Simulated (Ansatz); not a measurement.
# A ladder of methods for CHF3 (trifluoromethane)

CHF3 has 5 atoms, charge 0, and is taken as a singlet. SMILES: `FC(F)F`. The shape was relaxed beforehand at r2SCAN/def2-SVP.

Each level gives the adiabatic ionisation energy (to the doublet cation, shapes relaxed at r2SCAN/def2-SVP, no zero-point term) (eV). The values are calculated.

| level | kind | program | value (eV) | CPU time (all runs) |
| --- | --- | --- | --- | --- |
| HF/def2-TZVPP | Hartree–Fock | Ansatz | 13.33 | 2.7 s |
| PBE/def2-TZVPP | GGA | Ansatz | 13.06 | 5.2 s |
| r2SCAN/def2-TZVPP | meta-GGA | Ansatz | 13.23 | 11 s |
| B3LYP/def2-TZVPP | global hybrid | Ansatz | 13.59 | 6.2 s |
| PBE0-D4/def2-TZVPP | global hybrid | Ansatz | 13.45 | 6.2 s |
| wB97M-V/def2-TZVPP | range-separated hybrid | Ansatz | 13.63 | 20 s |
| MP2/def2-TZVPP | perturbation theory | Ansatz | 13.80 | 4.8 s |

The values span 13.06 to 13.80 eV. In so small a basis fixed costs decide the times, and correlated methods can beat functionals. CPU times are rough (shared hosts, several kinds of processor and program).
